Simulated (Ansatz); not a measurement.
# WS2 (Tungstenite): the cost of one run

Method: DFT, PBE, plane-wave PAW, default files, scalar-relativistic, in Ansatz 0.2.0.

1 further run of the same task is left out (it didn't finish).

## 1. The structure to begin with

It takes space group R3m (No. 160, trigonal). Conventional cell: a = 3.158 Å, b = 3.158 Å, c = 18.490 Å, α = 90.00°, β = 90.00°, γ = 120.00°. W (site symmetry 3m) has 6 S at 2.39 to 2.42 Å as nearest neighbours. Around S (site symmetry 3m) lie 3 W at 2.39 Å. Around S (site symmetry 3m) lie 3 W at 2.42 Å.

Structure file:

```
W S
1.0
     1.57900    0.91164    6.16333
    -1.57900    0.91164    6.16333
     0.00000   -1.82327    6.16333
W S
1 2
Cartesian
  0.0000 0.0000 0.0000
  0.0000 0.0000 4.6170
  0.0000 0.0000 7.7473
```

## 2. Single point at the given positions

Input file input.yaml:

```yaml
crystal:
  lattice:
    - [1.579, 0.9116360751, 6.1633333333]
    - [-1.579, 0.9116360751, 6.1633333333]
    - [0.0, -1.8232721501, 6.1633333333]
  atoms:
    - { symbol: W, position: [0.0, 0.0, 0.0], spin: 2.0 }
    - { symbol: S, position: [0.2497, 0.2497, 0.2497] }
    - { symbol: S, position: [0.419, 0.419, 0.419] }
magnetization:
  spin_polarized: true
kpoints:
  mp_grid: { grid: [16, 16, 16] }
scf:
  occupations: { method: fermi_dirac, width: 0.02 }
hamiltonian:
  xc: pbe
  pseudopotentials: { kind: paw }
output:
  forces: true
  stress: true
  populations: true
  efg: { quadrupole_moments_barn: { S: -0.0694 }, contact_densities: true }
```

Command:

```sh
ansatz run input.yaml --threads 1 --pin off --max-ram 3072MiB --backend cpu --events-out ev --progress --plain --runs-dir out
```

What time and memory should one allow on 1 thread of Intel Xeon Platinum 8259CL at 2.50GHz (Skylake/Cascade Lake), shared host?

About 2.6 min, with a peak of 1.1 GiB.
